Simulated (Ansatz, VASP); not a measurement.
Two plane-wave programs on In

File INCAR:

```
PREC = Accurate
ENCUT = 520
EDIFF = 1E-7
ISMEAR = -1
SIGMA = 0.05
LREAL = False
LASPH = True
NELM = 80
ALGO = Normal
ISIF = 2
LWAVE = False
LCHARG = False
GGA = PE
NBANDS = 12
```

The input KPOINTS:

```
regular mesh
0
Gamma
  10 10 10
```

The input POSCAR:

```
In
1.0
   -1.8570825908      1.8570825908      1.8570825908
    1.8570825908     -1.8570825908      1.8570825908
    1.8570825908      1.8570825908     -1.8570825908
In
1
Direct
    0.0000000000      0.0000000000      0.0000000000
```

The input input.yaml:

```yaml
crystal:
  lattice:
    - [-1.8570825908, 1.8570825908, 1.8570825908]
    - [1.8570825908, -1.8570825908, 1.8570825908]
    - [1.8570825908, 1.8570825908, -1.8570825908]
  atoms:
    - { symbol: In, position: [0.0, 0.0, 0.0] }
hamiltonian:
  xc: pbe
  pseudopotentials: { kind: paw }
kpoints:
  mp_grid: { grid: [10, 10, 10] }
scf:
  occupations: { method: fermi_dirac, width: 0.05 }
output:
  forces: true
  stress: true
  eigenvalues: true
```

Change from the starting cell: volume scaled by 0.96.

Alike in both runs: task single point; functional PBE; k mesh 10 × 10 × 10; occupations fermi-dirac, width 0.05 eV; no spin polarisation.

|  | VASP | Ansatz |
| --- | --- | --- |
| version | VASP 6.6.1 | Ansatz 0.2.0 |
| potentials or method | VASP PAW PBE potentials, release 64 (In_d) | Ansatz PAW |
| plane-wave cutoff (eV) | 520 | 420 |
| valence electrons in the cell | 13 | 13 |

```tsv
	VASP	Ansatz	Ansatz less VASP
gap on the k mesh at the Fermi level (eV)	none	none	-
pressure (GPa)	3.3	3.3	+0.04
```

A gap of «none» marks a metal or a gap that the smearing closes. With one functional, cell and mesh, what is left measures potentials, basis and numerics.
